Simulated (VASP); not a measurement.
## Te: single point with PBEsol

The system is Te.

```
Te
1.0
     2.33750    1.34955    1.64556
    -2.33750    1.34955    1.64556
     0.00000   -2.69911    1.64556
Te
1
Direct
  0.50000 0.50000 0.50000
```

This isn't the form of Te at room conditions, which is trigonal, of chains.

```json
{
 "Program": "VASP 6.6.1",
 "Task": "single point",
 "Functional": "PBEsol",
 "Potentials or basis": "VASP PAW PBE potentials, release 64 (Te)",
 "Cutoff": "520 eV",
 "k mesh": "18 × 18 × 18",
 "Occupations": "gaussian, width 0.15 eV",
 "Spin": "no spin polarisation",
 "Dipole correction": "no",
 "Further INCAR settings": "ALGO = Fast; EDIFF = 1e-06; NBANDS = 9"
}
```

```json
{
  "Pressure": "-0.6 GPa",
  "Band gap on the k mesh": "none (metal or under the smearing width)"
}
```

Stress tensor (GPa, compression positive):
```
-0.82  0.00  0.00
 0.00 -0.82  0.00
 0.00  0.00 -0.30
```

Levels at points of the mesh, in eV from the Fermi level:
| k point | band 1 | band 2 | band 3 | band 4 | band 5 | band 6 | band 7 |
| --- | --- | --- | --- | --- | --- | --- | --- |
| (0.00, 0.00, 0.00) | -13.94 | 0.93 | 1.57 | 1.57 | 6.18 | 6.18 | 6.62 |
| (0.50, 0.00, 0.00) | -12.05 | -6.28 | 2.35 | 2.81 | 7.61 | 8.66 | 10.14 |
| (0.50, 0.50, 0.00) | -10.19 | -5.07 | -4.04 | 1.98 | 3.84 | 10.19 | 12.17 |
| (0.50, 0.50, 0.50) | -8.27 | -3.47 | -3.47 | -2.22 | 3.75 | 3.75 | 5.88 |

Wall time 36 s on 1 thread of Intel(R) Xeon(R) Platinum 8488C (Sapphire Rapids) (shared host), peak memory 0.26 GiB.

Caveat: the PAW data sets were made with another functional, which shifts forces and pressure a little. Spin-orbit coupling is left out, which matters for the levels of Te.
